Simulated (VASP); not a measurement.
# Mg (P6_3/mmc) in VASP: further runs

Aim: see how the results for Mg move with the level of theory and the settings. Levels: revPBE+D4, PBE. Tasks: relaxation of cell and atoms, single point.

Program: VASP 6.6.1. These are calculated values, not measurements. Logs are shortened: lines on timing, memory, paths and dates and some standing lists are left out, and cuts for length are marked.

## Step 1: Starting point

It takes space group P6_3/mmc (No. 194, hexagonal). Conventional cell: a = 3.209 Å, b = 3.209 Å, c = 5.210 Å, α = 90.00°, β = 90.00°, γ = 120.00°. Mg (site symmetry -6m2) is surrounded by 12 Mg at 3.20 to 3.21 Å.

## Step 2: Relaxation of cell and atoms, revPBE+D4

Contents of INCAR:

```
PREC = Accurate ; ENCUT = 600
EDIFF = 1E-7 ; ISMEAR = -1
SIGMA = 0.05 ; LREAL = False
LASPH = True ; NELM = 100
ALGO = Normal ; ISIF = 3
LWAVE = False ; LCHARG = False
GGA = RE ; IVDW = 13
IBRION = 2 ; NSW = 40
EDIFFG = -0.02
```

Contents of KPOINTS:

```
Automatic mesh
0
Gamma
  10 10 5
```

Contents of POSCAR:

```
Mg
1.0
    3.2093000000      0.0000000000      0.0000000000
   -1.6046500000      2.7793353284      0.0000000000
    0.0000000000      0.0000000000      5.2103000000
Mg
2
Direct
    0.6666666667      0.3333333333      0.7500000000
    0.3333333333      0.6666666667      0.2500000000
```

Potentials or basis: VASP PAW PBE potentials, release 64 (Mg).

The run is started by

```bash
$ cat potpaw_PBE.64/Mg/POTCAR > POTCAR
$ mpirun -np 1 vasp_std > vasp.out
```

OUTCAR:

```text
PREC = Accurate
   ENCUT = 600
   EDIFF = 1E-7
   ISMEAR = -1
   LREAL = False
   LASPH = True
   NELM = 100
   ISIF = 3
   GGA = RE
   IVDW = 13
   IBRION = 2
   NSW = 40
   EDIFFG = -0.02

 ion  position               nearest neighbor table
   1  0.667  0.333  0.750-   2 3.20   2 3.20   2 3.20   2 3.20   2 3.20   2 3.20
   2  0.333  0.667  0.250-   1 3.20   1 3.20   1 3.20   1 3.20   1 3.20   1 3.20

  LATTYP: Found a hexagonal cell.
 ALAT       =     3.2093000000
 C/A-ratio  =     1.6235004518

  Lattice vectors:

 A1 = (   3.2093000000,   0.0000000000,   0.0000000000)
 A2 = (  -1.6046500000,   2.7793353284,   0.0000000000)
 A3 = (   0.0000000000,   0.0000000000,   5.2103000000)

Analysis of symmetry for initial positions (statically):
=====================================================================
 Subroutine PRICEL returns:
 Original cell was already a primitive cell.

 Routine SETGRP: Setting up the symmetry group for a
 hexagonal supercell.

 Subroutine GETGRP returns: Found 24 space group operations
 (whereof 12 operations were pure point group operations)
 out of a pool of 24 trial point group operations.

The static configuration has the point symmetry D_3d.
 The point group associated with its full space group is D_6h.

Analysis of symmetry for dynamics (positions and initial velocities):
=====================================================================
 Subroutine PRICEL returns:
 Original cell was already a primitive cell.

 Routine SETGRP: Setting up the symmetry group for a
 hexagonal supercell.

 Subroutine GETGRP returns: Found 24 space group operations
 (whereof 12 operations were pure point group operations)
 out of a pool of 24 trial point group operations.

The dynamic configuration has the point symmetry D_3d.
 The point group associated with its full space group is D_6h.

 Subroutine INISYM returns: Found 24 space group operations
 (whereof 12 operations are pure point group operations),
 and found     1 'primitive' translations

----------------------------------------------------------------------------------------

                                     Primitive cell

  volume of cell :      46.4744

  direct lattice vectors                    reciprocal lattice vectors
     3.209300000  0.000000000  0.000000000     0.311594429  0.179899127  0.000000000
    -1.604650000  2.779335328  0.000000000     0.000000000  0.359798255  0.000000000
     0.000000000  0.000000000  5.210300000     0.000000000  0.000000000  0.191927528

  length of vectors
     3.209300000  3.209300000  5.210300000     0.359798255  0.359798255  0.191927528

  position of ions in fractional coordinates (direct lattice)
     0.666666667  0.333333333  0.750000000
     0.333333333  0.666666667  0.250000000

  ion indices of the primitive-cell ions
   primitive index   ion index
                 1           1
                 2           2

----------------------------------------------------------------------------------------

 KPOINTS: Automatic mesh

Automatic generation of k-mesh.
 Grid dimensions read from file:
 generate k-points for:   10   10    5

 Generating k-lattice:

  Cartesian coordinates                     Fractional coordinates (reciprocal lattice)
     0.031159443  0.017989913  0.000000000     0.100000000 -0.000000000  0.000000000
     0.000000000  0.035979825  0.000000000     0.000000000  0.100000000  0.000000000
     0.000000000  0.000000000  0.038385506     0.000000000  0.000000000  0.200000000

  Length of vectors
     0.035979825  0.035979825  0.038385506

  Shift w.r.t. Gamma in fractional coordinates (k-lattice)
     0.000000000  0.000000000  0.000000000

 Subroutine IBZKPT returns following result:
 ===========================================

 Found     42 irreducible k-points:

 Following reciprocal coordinates:
            Coordinates               Weight
  0.000000  0.000000  0.000000      1.000000
  0.100000  0.000000  0.000000      6.000000
  0.200000  0.000000  0.000000      6.000000
  0.300000  0.000000  0.000000      6.000000
  0.400000  0.000000  0.000000      6.000000
  0.500000  0.000000  0.000000      3.000000
[... 16 lines left out ...]
  0.300000  0.100000  0.200000     24.000000
  0.400000  0.100000  0.200000     24.000000
 [... further k-points ...]
   k-points           NKPTS =     42   k-points in BZ     NKDIM =     42   number of bands    NBANDS=      6
   number of dos      NEDOS =    301   number of ions     NIONS =      2
   total plane-waves  NPLWV =  32928
   dimension x,y,z NGX =    28 NGY =   28 NGZ =   42
   dimension x,y,z NGXF=    56 NGYF=   56 NGZF=   84
   ions per type =               2
   NGX,Y,Z   is equivalent  to a cutoff of  14.50, 14.50, 13.40 a.u.
   NGXF,Y,Z  is equivalent  to a cutoff of  29.01, 29.01, 26.80 a.u.
 SYSTEM =  unknown system
   PREC   = accura    normal or accurate (medium, high low for compatibility)
   ISTART =      0    job   : 0-new  1-cont  2-samecut
   ICHARG =      2    charge: 1-file 2-atom 10-const
   ISPIN  =      1    spin polarized calculation?
   LNONCOLLINEAR =      F non collinear calculations
   LSORBIT =      F    spin-orbit coupling
   LASPH  =      T    aspherical Exc in radial PAW
   ENCUT  =  600.0 eV  44.10 Ry    6.64 a.u.   6.41  6.41 10.41*2*pi/ulx,y,z
   NELM   =    100;   NELMIN=  2; NELMDL= -5     # of ELM steps
   EDIFF  = 0.1E-06   stopping-criterion for ELM
   LREAL  =      F    real-space projection
   EDIFFG = -.2E-01   stopping-criterion for IOM
   NSW    =     40    number of steps for IOM
   IBRION =      2    ionic relax: 0-MD 1-quasi-New 2-CG
   NFREE  =      1    steps in history (QN), initial steepest desc. (CG)
   ISIF   =      3    stress and relaxation
   ISYM   =      2    0-nonsym 1-usesym 2-fastsym
   POTIM  = 0.5000    time-step for ionic-motion
   TEBEG  =    0.0;   TEEND  =   0.0 temperature during run
   PSTRESS=    0.0 pullay stress
   NELECT =       4.0000    total number of electrons
   NUPDOWN=      -1.0000    fix difference up-down
   EMIN   =  10.00;   EMAX   =-10.00  energy-range for DOS
   EFERMI =   0.00;   METHOD = LEGACY
   ISMEAR =    -1;   SIGMA  =   0.05  broadening in eV -4-tet -1-fermi 0-gaus
   EFERMI_NEDOS =   21; number of points for ismear=-14 and -15
   IALGO  =     38    algorithm
   IMIX   =      4    mixing-type and parameters
     AMIX     =   0.40;   BMIX     =  1.00
     AMIX_MAG =   1.60;   BMIX_MAG =  1.00
  volume/ion in A,a.u.               =      23.24       156.81
  Fermi-wavevector in a.u.,A,eV,Ry     =   0.722809  1.365911  7.108401  0.522453
  Thomas-Fermi vector in A             =   1.812866
   LORBIT       =      0    0 simple, 1 ext, 2 COOP (PROOUT), +10 PAW based schemes
   GGA     = RE    functional components
   LHFCALC =     F    Hartree Fock is set to
   AEXX    =    0.0000 exact exchange contribution
   IVDW    =    13    specifies the selected vdW correction
   LEPSILON=     F    determine dielectric tensor
   LRPA    =     F    only Hartree local field effects (RPA)
 conjugate gradient relaxation of ions
 non-spin polarized calculation
  energy-cutoff  :      600.00
  volume of cell :       46.47
 maximum number of plane-waves:      1578
 NGX is ok and might be reduce to    28
   NGX = 13   NGY = 13   NGZ = 21

--------------------------------------- Ionic step        1  -------------------------------------------

 number of electron       4.0000000 magnetization

 Free energy of the ion-electron system (eV)
  ---------------------------------------------------
  ext. energy  EPLUGINS =         0.00000000
  ---------------------------------------------------
  free energy    TOTEN  =        -2.71563126 eV

  energy without entropy =       -2.70397944  energy(sigma->0) =       -2.70980535

------------------------ aborting loop because EDIFF is reached ----------------------------------------

  DFT-D4 for vdW energy calculation

  Edisp (eV):   -0.53594

  FORCE on cell =-STRESS in cart. coord.  units (eV):
  Direction    XX          YY          ZZ          XY          YZ          ZX
  --------------------------------------------------------------------------------------
  -------------------------------------------------------------------------------------
  Total       3.57934     3.57934     3.80556     0.00000    -0.00000    -0.00000
  in kB     123.39567   123.39567   131.19436     0.00000    -0.00000    -0.00000
  external pressure =      126.00 kB  Pullay stress =        0.00 kB
[... 97 lines left out ...]
  FREE ENERGIE OF THE ION-ELECTRON SYSTEM (eV)
  ---------------------------------------------------
  free  energy   TOTEN  =        -3.0816290733 eV

  energy  without entropy=       -3.0700930528  energy(sigma->0) =       -3.07586106

[... ionic steps 4 to 17 ...]

--------------------------------------- Ionic step       18  -------------------------------------------

 number of electron       4.0000000 magnetization

------------------------ aborting loop because EDIFF is reached ----------------------------------------

  DFT-D4 for vdW energy calculation

  Edisp (eV):   -0.53718
[... 69 lines left out ...]
  energy  without entropy=       -3.2493215481  energy(sigma->0) =       -3.25348192

--------------------------------------- Ionic step       20  -------------------------------------------

 number of electron       4.0000000 magnetization

 Free energy of the ion-electron system (eV)
  ---------------------------------------------------
  ext. energy  EPLUGINS =         0.00000000
  ---------------------------------------------------
  free energy    TOTEN  =        -2.72023511 eV

  energy without entropy =       -2.71187974  energy(sigma->0) =       -2.71605742

 E-fermi :   2.7066     XC(G=0):  -8.3713

 val. band max:        2.6350187572   @ k =   0.3000   0.3000   0.4000
 cond. band min:       2.7272542218   @ k =   0.4000   0.1000   0.4000
 fundamental gap:      0.0922354646
 Fermi energy:         2.7066447852

 k-point     1 :       0.0000    0.0000    0.0000
  band No.  band energies     occupation
      1      -4.2206      2.00000
      2       0.8212      2.00000
      3       1.1573      2.00000
      4      13.8596      0.00000
      5      13.8596      0.00000
      6      14.0544      0.00000

 k-point     2 :       0.1000    0.0000    0.0000
  band No.  band energies     occupation
      1      -4.0215      2.00000
      2       1.0043      2.00000
      3       1.3511      2.00000
      4      11.0401      0.00000
      5      12.4618      0.00000
      6      13.1537      0.00000
[... 190 lines left out ...]
 k-point    24 :       0.4000    0.1000    0.2000
  band No.  band energies     occupation
      1       0.0746      2.00000
      2       1.8925      2.00000
      3       3.2260      0.00006
      4       4.9771      0.00000
      5       6.8702      0.00000
      6       7.9116      0.00000

 [... further k-points ...]

------------------------ aborting loop because EDIFF is reached ----------------------------------------

  DFT-D4 for vdW energy calculation

  Edisp (eV):   -0.53745

  FORCE on cell =-STRESS in cart. coord.  units (eV):
  Direction    XX          YY          ZZ          XY          YZ          ZX
  --------------------------------------------------------------------------------------
  -------------------------------------------------------------------------------------
  Total      -0.01944    -0.01944    -0.02877     0.00000     0.00000     0.00000
  in kB      -0.66990    -0.66990    -0.99158     0.00000     0.00000     0.00000
  external pressure =       -0.78 kB  Pullay stress =        0.00 kB
[... 17 lines left out ...]
  FREE ENERGIE OF THE ION-ELECTRON SYSTEM (eV)
  ---------------------------------------------------
  free  energy   TOTEN  =        -3.2576865759 eV

  energy  without entropy=       -3.2493312127  energy(sigma->0) =       -3.25350889

 reached required accuracy - stopping structural energy minimisation
```

Wall time 1.9 min (1 thread of Intel Xeon Platinum 8488C (Sapphire Rapids), shared host); peak memory 0.18 GiB.

What came out:

```yaml
Free_energy: -3.2577 eV
Relaxed_volume: 23.25 Å³/atom
Relaxed_cell: a = 3.177 Å, b = 3.177 Å, c = 5.319 Å, α = 90.00°, β = 90.00°, γ = 120.00°
Space_group_after_relaxing_to_0.05_Å: P6_3/mmc (No. 194)
Energy_gained_by_relaxing: 3.1 meV/atom
Ionic_steps: 20
Pressure_after_relaxing: -0.1 GPa
Band_gap_on_the_k_mesh: none (metal or under the smearing width)
Dispersion_energy_per_atom: -0.269 eV
```

Step by step:
```
step  energy change (eV)  largest force (eV/Å)  pressure (GPa)  volume (Å³)
   1              0.0000                0.0000           12.60        46.47
   2              0.3614                0.0000           -6.15        59.88
   3              0.1699                0.0000           -5.03        54.44
   4              0.0945                0.0000           -4.16        51.82
   5              0.0339                0.0000           -2.95        49.10
   6              0.0126                0.0000           -2.21        47.77
   7              0.0045                0.0000           -1.80        47.12
   8              0.0011                0.0000           -1.59        46.80
   9             -0.0005                0.0000           -1.47        46.64
  10             -0.0011                0.0000           -1.09        46.55
  11             -0.0013                0.0000            0.78        46.51
  12             -0.0013                0.0000           -0.42        46.53
  13             -0.0013                0.0000           -0.11        46.53
  14             -0.0013                0.0000           -0.01        46.52
  15             -0.0025                0.0000           -0.09        46.53
  16             -0.0057                0.0000           -0.88        46.53
  17             -0.0005                0.0000           -1.24        46.51
  18             -0.0060                0.0000           -1.10        46.53
  19             -0.0061                0.0000            1.10        46.48
  20             -0.0061                0.0000           -0.08        46.49
```

Final structure:
```
Mg
1.0
     3.17692    0.00000    0.00000
    -1.58846    2.75129    0.00000
     0.00000    0.00000    5.31919
Mg
2
Direct
  0.66667 0.33333 0.75000
  0.33333 0.66667 0.25000
```

Levels at points of the mesh, in eV from the Fermi level:
| k point | band 1 | band 2 | band 3 | band 4 | band 5 |
| --- | --- | --- | --- | --- | --- |
| (0.00, 0.00, 0.00) | -6.93 | -1.89 | -1.55 | 11.15 | 11.15 |
| (0.50, 0.00, 0.00) | -2.11 | -2.05 | 2.56 | 2.88 | 3.01 |

Caveat: the PAW data sets were made with another functional, which shifts forces and pressure a little; pairwise dispersion overbinds metals, which lowers pressure and volume.

## Step 3: Single point, PBE

Contents of INCAR:

```
PREC     = Accurate       # precision mode
ENCUT    = 500            # plane-wave cutoff, eV
EDIFF    = 1E-6           # SCF threshold, eV
ISMEAR   = 0              # smearing method
SIGMA    = 0.02           # smearing width, eV
LREAL    = F              # projectors in reciprocal space
LASPH    = T              # aspherical terms in the spheres
NELM     = 100            # most SCF steps
ALGO     = Fast           # electronic algorithm
ISIF     = 2              # what is computed and relaxed
LWAVE    = F              # write WAVECAR
LCHARG   = F              # write CHGCAR
GGA      = PE             # functional
```

Contents of KPOINTS:

```
regular mesh
0
Gamma
  10 10 5
```

Contents of POSCAR:

```
Mg
1.0
    3.2093000000      0.0000000000      0.0000000000
   -1.6046500000      2.7793353284      0.0000000000
    0.0000000000      0.0000000000      5.2103000000
Mg
2
Cartesian
    1.6046500002      0.9264451094      3.9077250000
   -0.0000000002      1.8528902190      1.3025750000
```

Potentials or basis: VASP PAW PBE potentials, release 64 (Mg).

The run is started by

```bash
$ cat potpaw_PBE.64/Mg/POTCAR > POTCAR
$ mpirun -np 1 vasp_std > vasp.out
```

It took 6.8 s on 1 thread of AMD EPYC 9R45 (Zen 5), shared host; peak memory 0.12 GiB.

It converged, with:

```yaml
Free_energy: -2.9992 eV
Pressure: -0.6 GPa
Band_gap_on_the_k_mesh: none (metal or under the smearing width)
```

Stress tensor (GPa, compression positive):
```
-0.81  0.00  0.00
 0.00 -0.81  0.00
 0.00  0.00 -0.09
```

Levels at points of the mesh, in eV from the Fermi level:
| k point | band 1 | band 2 | band 3 | band 4 | band 5 | band 6 |
| --- | --- | --- | --- | --- | --- | --- |
| (0.00, 0.00, 0.00) | -6.87 | -1.65 | -1.24 | 10.88 | 10.88 | 10.97 |
| (0.50, 0.00, 0.00) | -2.11 | -2.11 | 2.65 | 3.03 | 3.25 | 3.66 |
